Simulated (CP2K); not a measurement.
Runs of CP2K 2026.2 on Be2C. Symmetry: Fm-3m, No. 225, cubic system. Conventional cell: a = 4.330 Å, b = 4.330 Å, c = 4.330 Å, α = 90.00°, β = 90.00°, γ = 90.00°. C (site symmetry m-3m) is surrounded by 8 Be at 1.87 Å. Around Be (site symmetry -43m) lie 4 C at 1.87 Å. 

```tsv
level	potentials or basis	smearing	EPS_DEFAULT	NGRIDS	points a segment of the path (NPOINTS)	bands added on the path	CUTOFF of the grids	gap on the mesh (eV)	pressure (GPa)
LDA	GTH_POTENTIALS C GTH-PADE-q4, Be GTH-PADE-q4; TZVP-MOLOPT-PBE-GTH basis	fermi-dirac 0.01 eV	1.0E-9	4	6	6	850 Ry	(a)	(c)
r2SCAN	POTENTIAL_UZH C GTH-SCAN-q4, Be GTH-SCAN-q4; TZVP-MOLOPT-SCAN-GTH basis	fermi-dirac 0.05 eV	1.0E-9	4	10	2	1250 Ry	(b)	2.8
PBE	POTENTIAL_UZH C GTH-PBE-q4, Be GTH-PBE-q4; TZVP-MOLOPT-PBE-GTH basis	fermi-dirac 0.05 eV	1.0E-9	5	8	4	850 Ry	3.22	4.3
PBEsol	POTENTIAL_UZH C GTH-PBE-q4, Be GTH-PBE-q4; TZVP-MOLOPT-PBE-GTH basis	fermi-dirac 0.01 eV	1.0E-9	5	10	6	850 Ry	3.16	2.4
TB-mBJ	POTENTIAL_UZH C GTH-PBE-q4, Be GTH-PBE-q4; TZVP-MOLOPT-PBE-GTH basis	fermi-dirac 0.05 eV	1.0E-10	5	6	4	1250 Ry	3.68	-
```

Alike in all rows: task band structure; no spin polarisation; cell as given; k mesh 11 × 11 × 11.

Q: Fill in the values left out.

A: (a) 3.25; (b) 1.97; (c) -4.0.

Caveats: the basis of atomic orbitals isn't converged, which shifts pressures, moduli and gaps; the potentials were made for another functional, which shifts forces and pressure (some runs); this is a model potential without an energy functional, so only levels have meaning (some runs).

A k mesh can miss the band edges.
